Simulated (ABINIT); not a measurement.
Crystal: InSe.

```
CELL_PARAMETERS angstrom
5.82639 -2.05465 0.00000
5.82639 2.05465 0.00000
-1.72323 0.00000 4.77135
ATOMIC_POSITIONS crystal
In 0.88820 0.88820 0.04684
In 0.11180 0.11180 0.95316
Se 0.66093 0.66093 0.66896
Se 0.33907 0.33907 0.33104
```

The cell comes from a database or a generator and needn't be the stable form of this composition.

* Program: ABINIT 10.8.3 (patched build)
* Task: single point
* Functional: PBE
* Potentials or basis: JTH PAW PBE v2.0
* Cutoff: 599 eV
* k mesh: 7 × 7 × 6
* Occupations: fermi-dirac, width 0.05 eV
* Spin: no spin polarisation

On this cell: pressure 1.5 GPa; largest force 0.242 eV/Å; band gap on the k mesh 1.13 eV, indirect (least direct gap 1.22 eV).

The same run follows on a disturbed copy (atoms moved at random, drawn with an rms of 0.05 Å):

```
In Se
1.0
     5.82639   -2.05465    0.00000
     5.82639    2.05465    0.00000
    -1.72323    0.00000    4.77135
In Se
2 2
Direct
  0.88724 0.89220 0.04834
  0.11415 0.11690 0.94926
  0.65427 0.66400 0.67205
  0.34810 0.33740 0.33682
```

Task: What changes?

Result: The energy moves by +6.3 meV/atom; pressure 1.7 GPa; largest force 0.588 eV/Å; band gap on the k mesh 1.02 eV, indirect (least direct gap 1.15 eV).

Forces in eV/Å, atoms in the order of the input:
```
In   0.243 -0.118 -0.067
In  -0.446  0.064  0.377
Se   0.354 -0.124 -0.428
Se  -0.150  0.178  0.118
```

Stress tensor (GPa, compression positive):
```
 1.06 -0.26 -0.51
-0.26  2.38  0.55
-0.51  0.55  1.63
```

Caveats: spin-orbit coupling is left out, which moves the levels of the heavy elements; an odd mesh through Γ misses points on the zone boundary, where band edges often lie.
